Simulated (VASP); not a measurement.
A run of VASP 6.6.1:

File INCAR:

```
  PREC = Accurate
  ENCUT = 600
  EDIFF = 1E-7
  ISMEAR = 0
  SIGMA = 0.02
  LREAL = False
  LASPH = True
  NELM = 100
  ALGO = Normal
  ISIF = 3
  LWAVE = False
  LCHARG = False
  METAGGA = R2SCAN
  LMIXTAU = True
  IBRION = 2
  NSW = 40
  EDIFFG = -0.01
```

Contents of KPOINTS:

```
regular mesh
0
Gamma
  8 8 8
```

Contents of POSCAR:

```
SnSe
1.0
    0.0000000000      3.0100000000      3.0100000000
    3.0100000000      0.0000000000      3.0100000000
    3.0100000000      3.0100000000      0.0000000000
Sn Se
1 1
Direct
    0.0000000000      0.0000000000      0.0000000000
    0.5000000000      0.5000000000      0.5000000000
```

Potentials or basis: VASP PAW PBE potentials, release 64 (Sn_d, Se).

Launch:

```sh
$ cat potpaw_PBE.64/Sn_d/POTCAR potpaw_PBE.64/Se/POTCAR > POTCAR
$ mpirun -np 1 vasp_std > vasp.out
```

Hardware: 1 thread of Intel(R) Xeon(R) Platinum 8488C (Sapphire Rapids), with other jobs on the host.

Task: Estimate the wall time of this run.

Result: It took 2.2 min on 1 thread of Intel(R) Xeon(R) Platinum 8488C (Sapphire Rapids), on a shared host, peak memory 0.24 GiB. Counts: scf iterations 28, k points 29, ion steps 2.
